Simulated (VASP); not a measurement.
# Ir (Fm-3m) in VASP: notebook

The runs below take Ir through relaxation of cell and atoms, with PBEsol, LDA.

Everything below comes from runs of VASP 6.6.1. Logs are shortened: lines on timing, memory, paths and dates and some standing lists are left out, and cuts for length are marked.

### Step 1. The structure

It takes space group Fm-3m (No. 225, cubic). Conventional cell: a = 3.835 Å, b = 3.835 Å, c = 3.835 Å, α = 90.00°, β = 90.00°, γ = 90.00°. Around Ir (site symmetry m-3m) lie 12 Ir at 2.71 Å.

### Step 2. Relaxation of cell and atoms, PBEsol

INCAR

```
SYSTEM = Ir
PREC = Accurate
ENCUT = 600
EDIFF = 1E-7
ISMEAR = 1
SIGMA = 0.1
LREAL = .FALSE.
LASPH = .TRUE.
NELM = 80
ALGO = Normal
ISIF = 3
LWAVE = .FALSE.
LCHARG = .FALSE.
GGA = PS
IBRION = 2
NSW = 90
EDIFFG = -0.005
KPAR = 2
```

KPOINTS

```
Automatic mesh
0
G
  16 16 16
  0 0 0
```

POSCAR

```
Ir                                      
1.0
    0.0000000000      1.9172882867      1.9172882867
    1.9172882867      0.0000000000      1.9172882867
    1.9172882867      1.9172882867      0.0000000000
  Ir            
     1
Direct
     0.0000000000000000    0.0000000000000000    0.0000000000000000
```

Potentials or basis: VASP PAW PBE potentials, release 64 (Ir).

The run is started by

```sh
$ cat potpaw_PBE.64/Ir/POTCAR > POTCAR
$ mpirun -np 2 vasp_std > vasp.out
```

OUTCAR:

```text
SYSTEM = Ir
   PREC = Accurate
   ENCUT = 600
   EDIFF = 1E-7
   ISMEAR = 1
   LREAL = .FALSE.
   LASPH = .TRUE.
   NELM = 80
   ISIF = 3
   GGA = PS
   IBRION = 2
   NSW = 90
   EDIFFG = -0.005

 ion  position               nearest neighbor table
   1  0.000  0.000  0.000-

  LATTYP: Found a face centered cubic cell.
 ALAT       =     3.8345765734

  Lattice vectors:

 A1 = (   0.0000000000,   1.9172882867,   1.9172882867)
 A2 = (   1.9172882867,   0.0000000000,   1.9172882867)
 A3 = (   1.9172882867,   1.9172882867,   0.0000000000)

Analysis of symmetry for initial positions (statically):
=====================================================================
 Subroutine PRICEL returns:
 Original cell was already a primitive cell.

 Routine SETGRP: Setting up the symmetry group for a
 face centered cubic supercell.

 Subroutine GETGRP returns: Found 48 space group operations
 (whereof 48 operations were pure point group operations)
 out of a pool of 48 trial point group operations.

The static configuration has the point symmetry O_h .

Analysis of symmetry for dynamics (positions and initial velocities):
=====================================================================
 Subroutine PRICEL returns:
 Original cell was already a primitive cell.

 Routine SETGRP: Setting up the symmetry group for a
 face centered cubic supercell.

 Subroutine GETGRP returns: Found 48 space group operations
 (whereof 48 operations were pure point group operations)
 out of a pool of 48 trial point group operations.

The dynamic configuration has the point symmetry O_h .

 Subroutine INISYM returns: Found 48 space group operations
 (whereof 48 operations are pure point group operations),
 and found     1 'primitive' translations

----------------------------------------------------------------------------------------

                                     Primitive cell

  volume of cell :      14.0959

  direct lattice vectors                    reciprocal lattice vectors
     0.000000000  1.917288287  1.917288287    -0.260784987  0.260784987  0.260784987
     1.917288287  0.000000000  1.917288287     0.260784987 -0.260784987  0.260784987
     1.917288287  1.917288287  0.000000000     0.260784987  0.260784987 -0.260784987

  length of vectors
     2.711455098  2.711455098  2.711455098     0.451692847  0.451692847  0.451692847

  position of ions in fractional coordinates (direct lattice)
     0.000000000  0.000000000  0.000000000

  ion indices of the primitive-cell ions
   primitive index   ion index
                 1           1

----------------------------------------------------------------------------------------

 KPOINTS: Automatic mesh

Automatic generation of k-mesh.
 Grid dimensions read from file:
 generate k-points for:   16   16   16

 Generating k-lattice:

  Cartesian coordinates                     Fractional coordinates (reciprocal lattice)
    -0.016299062  0.016299062  0.016299062     0.062500000  0.000000000  0.000000000
     0.016299062 -0.016299062  0.016299062     0.000000000  0.062500000  0.000000000
     0.016299062  0.016299062 -0.016299062     0.000000000  0.000000000  0.062500000

  Length of vectors
     0.028230803  0.028230803  0.028230803

  Shift w.r.t. Gamma in fractional coordinates (k-lattice)
     0.000000000  0.000000000  0.000000000

 Subroutine IBZKPT returns following result:
 ===========================================

 Found    145 irreducible k-points:

 Following reciprocal coordinates:
            Coordinates               Weight
  0.000000  0.000000  0.000000      1.000000
  0.062500  0.000000  0.000000      8.000000
  0.125000  0.000000  0.000000      8.000000
  0.187500  0.000000  0.000000      8.000000
  0.250000  0.000000  0.000000      8.000000
  0.312500  0.000000  0.000000      8.000000
[... 16 lines left out ...]
 -0.125000  0.062500  0.000000     24.000000
 -0.062500  0.062500  0.000000     12.000000
 [... further k-points ...]
   k-points           NKPTS =    145   k-points in BZ     NKDIM =    145   number of bands    NBANDS=      8
   number of dos      NEDOS =    301   number of ions     NIONS =      1
   total plane-waves  NPLWV =  13824
   dimension x,y,z NGX =    24 NGY =   24 NGZ =   24
   dimension x,y,z NGXF=    48 NGYF=   48 NGZF=   48
   ions per type =               1
   NGX,Y,Z   is equivalent  to a cutoff of  14.71, 14.71, 14.71 a.u.
   NGXF,Y,Z  is equivalent  to a cutoff of  29.43, 29.43, 29.43 a.u.
 SYSTEM =  Ir
   PREC   = accura    normal or accurate (medium, high low for compatibility)
   ISTART =      0    job   : 0-new  1-cont  2-samecut
   ICHARG =      2    charge: 1-file 2-atom 10-const
   ISPIN  =      1    spin polarized calculation?
   LNONCOLLINEAR =      F non collinear calculations
   LSORBIT =      F    spin-orbit coupling
   LASPH  =      T    aspherical Exc in radial PAW
   ENCUT  =  600.0 eV  44.10 Ry    6.64 a.u.   5.42  5.42  5.42*2*pi/ulx,y,z
   NELM   =     80;   NELMIN=  2; NELMDL= -5     # of ELM steps
   EDIFF  = 0.1E-06   stopping-criterion for ELM
   LREAL  =      F    real-space projection
   EDIFFG = -.5E-02   stopping-criterion for IOM
   NSW    =     90    number of steps for IOM
   IBRION =      2    ionic relax: 0-MD 1-quasi-New 2-CG
   NFREE  =      1    steps in history (QN), initial steepest desc. (CG)
   ISIF   =      3    stress and relaxation
   ISYM   =      2    0-nonsym 1-usesym 2-fastsym
   POTIM  = 0.5000    time-step for ionic-motion
   TEBEG  =    0.0;   TEEND  =   0.0 temperature during run
   PSTRESS=    0.0 pullay stress
   NELECT =       9.0000    total number of electrons
   NUPDOWN=      -1.0000    fix difference up-down
   EMIN   =  10.00;   EMAX   =-10.00  energy-range for DOS
   EFERMI =   0.00;   METHOD = LEGACY
   ISMEAR =     1;   SIGMA  =   0.10  broadening in eV -4-tet -1-fermi 0-gaus
   EFERMI_NEDOS =   21; number of points for ismear=-14 and -15
   IALGO  =     38    algorithm
   IMIX   =      4    mixing-type and parameters
     AMIX     =   0.40;   BMIX     =  1.00
     AMIX_MAG =   1.60;   BMIX_MAG =  1.00
  volume/ion in A,a.u.               =      14.10        95.12
  Fermi-wavevector in a.u.,A,eV,Ry     =   1.409694  2.663936 27.038011  1.987238
  Thomas-Fermi vector in A             =   2.531724
   LORBIT       =      0    0 simple, 1 ext, 2 COOP (PROOUT), +10 PAW based schemes
   GGA     = PS    functional components
   LHFCALC =     F    Hartree Fock is set to
   AEXX    =    0.0000 exact exchange contribution
   IVDW    =     0    specifies the selected vdW correction
   LEPSILON=     F    determine dielectric tensor
   LRPA    =     F    only Hartree local field effects (RPA)
 conjugate gradient relaxation of ions
 non-spin polarized calculation
 Methfessel and Paxton  Order N= 1 SIGMA  =   0.10
  energy-cutoff  :      600.00
  volume of cell :       14.10
 maximum number of plane-waves:       495
 NGX is ok and might be reduce to    24
   NGX = 11   NGY = 11   NGZ = 11

 number of electron       9.0000000 magnetization

 Free energy of the ion-electron system (eV)
  ---------------------------------------------------
  ext. energy  EPLUGINS =         0.00000000
  ---------------------------------------------------
  free energy    TOTEN  =        -9.80953209 eV

  energy without entropy =       -9.80926418  energy(sigma->0) =       -9.80944279

 E-fermi :  10.3084     XC(G=0): -14.1217

 val. band max:       10.3048173840   @ k =   0.3750   0.0625   0.0000
 cond. band min:      10.3111588626   @ k =   0.3125   0.2500   0.0625
 fundamental gap:      0.0063414786
 Fermi energy:        10.3084355270

 k-point     1 :       0.0000    0.0000    0.0000
  band No.  band energies     occupation
      1      -0.9213      2.00000
      2       6.3889      2.00000
      3       6.3889      2.00000
      4       6.3889      2.00000
      5       9.1220      2.00000
      6       9.1220      2.00000
      7      24.6189      0.00000
      8      30.2156      0.00000

 k-point     2 :       0.0625    0.0000    0.0000
  band No.  band energies     occupation
      1      -0.7468      2.00000
      2       6.2950      2.00000
      3       6.4650      2.00000
      4       6.4650      2.00000
      5       9.0726      2.00000
      6       9.0726      2.00000
      7      24.9219      0.00000
      8      29.2978      0.00000

 k-point     3 :       0.1250    0.0000    0.0000
  band No.  band energies     occupation
      1      -0.2462      2.00000
      2       6.0647      2.00000
      3       6.6555      2.00000
      4       6.6555      2.00000
      5       8.9764      2.00000
      6       8.9764      2.00000
      7      25.7292      0.00000
      8      27.6129      0.00000

 k-point     4 :       0.1875    0.0000    0.0000
  band No.  band energies     occupation
      1       0.4978      2.00000
      2       5.8427      2.00000
      3       6.8336      2.00000
      4       6.8336      2.00000
      5       8.9916      2.00000
      6       8.9916      2.00000
      7      25.7788      0.00000
      8      26.7990      0.00000

 k-point     5 :       0.2500    0.0000    0.0000
  band No.  band energies     occupation
      1       1.3002      2.00000
      2       5.8654      2.00000
      3       6.8394      2.00000
      4       6.8394      2.00000
      5       9.2988      2.00000
      6       9.2988      2.00000
      7      24.0754      0.00000
      8      27.0958      0.00000
[... 177 lines left out ...]
 k-point    22 :      -0.1875    0.0625    0.0000
  band No.  band energies     occupation
      1       0.9172      2.00000
      2       5.6742      2.00000
      3       6.8883      2.00000
      4       6.9727      2.00000
      5       8.6204      2.00000
      6       9.5075      2.00000
      7      25.3642      0.00000
      8      27.2158      0.00000

 k-point    23 :      -0.1250    0.0625    0.0000
  band No.  band energies     occupation
      1       0.1275      2.00000
      2       5.8642      2.00000
      3       6.7958      2.00000
      4       6.8172      2.00000
      5       8.6410      2.00000
      6       9.2347      2.00000
      7      26.2944      0.00000
      8      27.0454      0.00000

 k-point    24 :      -0.0625    0.0625    0.0000
  band No.  band energies     occupation
      1      -0.4623      2.00000
      2       6.1256      2.00000
      3       6.5709      2.00000
      4       6.6238      2.00000
      5       8.8612      2.00000
      6       9.1477      2.00000
      7      25.4014      0.00000
      8      28.4730      0.00000

 [... further k-points ...]

------------------------ aborting loop because EDIFF is reached ----------------------------------------

  FORCE on cell =-STRESS in cart. coord.  units (eV):
  Direction    XX          YY          ZZ          XY          YZ          ZX
  --------------------------------------------------------------------------------------
  -------------------------------------------------------------------------------------
  Total        0.0004310      0.0004310      0.0004310      0.0000000      0.0000000     -0.0000000
  in kB        0.0489855      0.0489855      0.0489855      0.0000000      0.0000000     -0.0000000
  external PRESSURE =       0.0489855 kB  Pullay stress =       0.0000000 kB

 VOLUME and BASIS-vectors are now :
 -----------------------------------------------------------------------------
  energy-cutoff  :      600.00
  volume of cell :       14.10
      direct lattice vectors                 reciprocal lattice vectors
     0.000000000  1.917288287  1.917288287    -0.260784987  0.260784987  0.260784987
     1.917288287  0.000000000  1.917288287     0.260784987 -0.260784987  0.260784987
     1.917288287  1.917288287  0.000000000     0.260784987  0.260784987 -0.260784987

 POSITION                                       TOTAL-FORCE (eV/Angst)
 -----------------------------------------------------------------------------------
      0.00000      0.00000      0.00000        -0.000000     -0.000000      0.000000
 -----------------------------------------------------------------------------------
    total drift:                               -0.000000      0.000000     -0.000000

  FREE ENERGIE OF THE ION-ELECTRON SYSTEM (eV)
  ---------------------------------------------------
  free  energy   TOTEN  =        -9.8095320919 eV

  energy  without entropy=       -9.8092641847  energy(sigma->0) =       -9.80944279

 reached required accuracy - stopping structural energy minimisation
```

It took 4.6 s on 2 MPI ranks of Intel Xeon 6975P-C (Granite Rapids), shared host; peak memory 0.14 GiB.

What came out:

* Free energy: -9.8095 eV
* Pressure after relaxing: 0.0 GPa
* Band gap on the k mesh: none (metal or under the smearing width)

Final structure:
```cif
data_structure
_symmetry_space_group_name_H-M 'P 1'
_symmetry_Int_Tables_number 1
_cell_length_a 2.7115
_cell_length_b 2.7115
_cell_length_c 2.7115
_cell_angle_alpha 60.000
_cell_angle_beta 60.000
_cell_angle_gamma 60.000
_cell_volume 14.10
loop_
_atom_site_label
_atom_site_type_symbol
_atom_site_fract_x
_atom_site_fract_y
_atom_site_fract_z
_atom_site_occupancy
Ir1 Ir 0.00000 0.00000 0.00000 1
```

Caveat: the relaxation stopped at its first step, so nothing moved; the PAW data sets were made with another functional, which shifts forces and pressure a little. The run has no spin-orbit coupling, so splittings on Ir are missing.

### Step 3. Relaxation of cell and atoms, LDA

This run uses another cell than the first one, of 14.06 Å³/atom, 0.997 times its volume.

INCAR

```
SYSTEM = Ir
ALGO     = Normal         ! electronic algorithm
EDIFF    = 1E-6           ! SCF threshold, eV
EDIFFG   = -0.01          ! ionic threshold
ENCUT    = 600            ! plane-wave cutoff, eV
GGA      = CA             ! functional
IBRION   = 2              ! ionic algorithm
ISIF     = 3              ! what is computed and relaxed
ISMEAR   = 1              ! smearing method
LASPH    = .True.         ! aspherical terms in the spheres
LCHARG   = .False.        ! write CHGCAR
LREAL    = .False.        ! projectors in reciprocal space
LWAVE    = .False.        ! write WAVECAR
NELM     = 80             ! most SCF steps
NSW      = 90             ! ionic steps
PREC     = Accurate       ! precision mode
SIGMA    = 0.1            ! smearing width, eV
```

KPOINTS

```
k-points
0
Gamma
  16 16 16
  0 0 0
```

POSCAR

```
Ir
1.0
    0.0000000000      1.9156000000      1.9156000000
    1.9156000000      0.0000000000      1.9156000000
    1.9156000000      1.9156000000      0.0000000000
Ir
1
Direct
    0.0000000000      0.0000000000      0.0000000000
```

Potentials or basis: VASP PAW LDA potentials, release 64 (Ir).

The run is started by

```sh
$ cat potpaw_LDA.64/Ir/POTCAR > POTCAR
$ mpirun -np 1 vasp_std > vasp.out
```

OUTCAR:

```text
SYSTEM = Ir
   EDIFF = 1E-6
   EDIFFG = -0.01
   ENCUT = 600
   GGA = CA
   IBRION = 2
   ISIF = 3
   ISMEAR = 1
   LASPH = .True.
   LREAL = .False.
   NELM = 80
   NSW = 90
   PREC = Accurate

 ion  position               nearest neighbor table
   1  0.000  0.000  0.000-

  LATTYP: Found a face centered cubic cell.
 ALAT       =     3.8312000000

  Lattice vectors:

 A1 = (   0.0000000000,   1.9156000000,   1.9156000000)
 A2 = (   1.9156000000,   0.0000000000,   1.9156000000)
 A3 = (   1.9156000000,   1.9156000000,   0.0000000000)

Analysis of symmetry for initial positions (statically):
=====================================================================
 Subroutine PRICEL returns:
 Original cell was already a primitive cell.

 Routine SETGRP: Setting up the symmetry group for a
 face centered cubic supercell.

 Subroutine GETGRP returns: Found 48 space group operations
 (whereof 48 operations were pure point group operations)
 out of a pool of 48 trial point group operations.

The static configuration has the point symmetry O_h .

Analysis of symmetry for dynamics (positions and initial velocities):
=====================================================================
 Subroutine PRICEL returns:
 Original cell was already a primitive cell.
[... 167 lines left out ...]
  external PRESSURE =     -34.3959429 kB  Pullay stress =       0.0000000 kB
[... 57 lines left out ...]
--------------------------------------- Ionic step        3  -------------------------------------------

 number of electron       9.0000000 magnetization

 Free energy of the ion-electron system (eV)
  ---------------------------------------------------
  ext. energy  EPLUGINS =         0.00000000
  ---------------------------------------------------
  free energy    TOTEN  =       -10.31576213 eV

  energy without entropy =      -10.31550822  energy(sigma->0) =      -10.31567749

 E-fermi :  10.5692     XC(G=0): -14.2244

 val. band max:       10.5669265137   @ k =  -0.3750   0.1875   0.0000
 cond. band min:      10.5696668912   @ k =   0.3750   0.0625   0.0000
 fundamental gap:      0.0027403776
 Fermi energy:        10.5692264788

 k-point     1 :       0.0000    0.0000    0.0000
  band No.  band energies     occupation
      1      -0.6932      2.00000
      2       6.5713      2.00000
      3       6.5713      2.00000
      4       6.5713      2.00000
      5       9.3646      2.00000
      6       9.3646      2.00000
      7      24.8848      0.00000
      8      30.5139      0.00000
[... 243 lines left out ...]
 k-point    24 :      -0.0625    0.0625    0.0000
  band No.  band energies     occupation
      1      -0.2284      2.00000
      2       6.3055      2.00000
      3       6.7559      2.00000
      4       6.8111      2.00000
      5       9.0982      2.00000
      6       9.3903      2.00000
      7      25.6822      0.00000
      8      28.8009      0.00000

 [... further k-points ...]

------------------------ aborting loop because EDIFF is reached ----------------------------------------

  FORCE on cell =-STRESS in cart. coord.  units (eV):
  Direction    XX          YY          ZZ          XY          YZ          ZX
  --------------------------------------------------------------------------------------
  -------------------------------------------------------------------------------------
  Total       -0.0050336     -0.0050336     -0.0050336     -0.0000000      0.0000000     -0.0000000
  in kB       -0.5785892     -0.5785892     -0.5785892     -0.0000000      0.0000000     -0.0000000
  external PRESSURE =      -0.5785892 kB  Pullay stress =       0.0000000 kB
[... 16 lines left out ...]
  FREE ENERGIE OF THE ION-ELECTRON SYSTEM (eV)
  ---------------------------------------------------
  free  energy   TOTEN  =       -10.3157621260 eV

  energy  without entropy=      -10.3155082179  energy(sigma->0) =      -10.31567749

 reached required accuracy - stopping structural energy minimisation
```

CONTCAR:

```text
Ir
   1.00000000000000
    -0.0000000000000000    1.9101327699306561    1.9101327699306561
     1.9101327699306561   -0.0000000000000000    1.9101327699306561
     1.9101327699306561    1.9101327699306561   -0.0000000000000000
  Ir
     1
Direct
     0.0000000000000000    0.0000000000000000    0.0000000000000000

  0.00000000E+00  0.00000000E+00  0.00000000E+00
```

It took 15 s on 1 thread of Intel Xeon 6975P-C (Granite Rapids), shared host; peak memory 0.17 GiB.

What came out:

```yaml
Free_energy: -10.3158 eV
Relaxed_volume: 13.94 Å³/atom
Relaxed_cell: a = 2.701 Å, b = 2.701 Å, c = 2.701 Å, α = 60.00°, β = 60.00°, γ = 60.00°
Space_group_after_relaxing_to_0.05_Å: Fm-3m (No. 225)
Energy_gained_by_relaxing: 1.3 meV/atom
Ionic_steps: 3
Pressure_after_relaxing: -0.1 GPa
Band_gap_on_the_k_mesh: none (metal or under the smearing width)
```

The path:
```csv
step,energy change (eV),largest force (eV/Å),pressure (GPa),volume (Å³)
1,0.0000,0.0000,-3.44,14.06
2,0.0213,0.0000,15.56,13.45
3,-0.0013,0.0000,-0.06,13.94
```

Final structure:
```xyz
1
Lattice="0.0000 1.9101 1.9101 1.9101 0.0000 1.9101 1.9101 1.9101 0.0000" Properties=species:S:1:pos:R:3 pbc="T T T"
Ir    0.0000    0.0000    0.0000
```

Spin-orbit coupling is left out, which matters for the levels of Ir. Zero-point motion and thermal expansion aren't in these numbers.

(Part 1 of 2 ends here.)
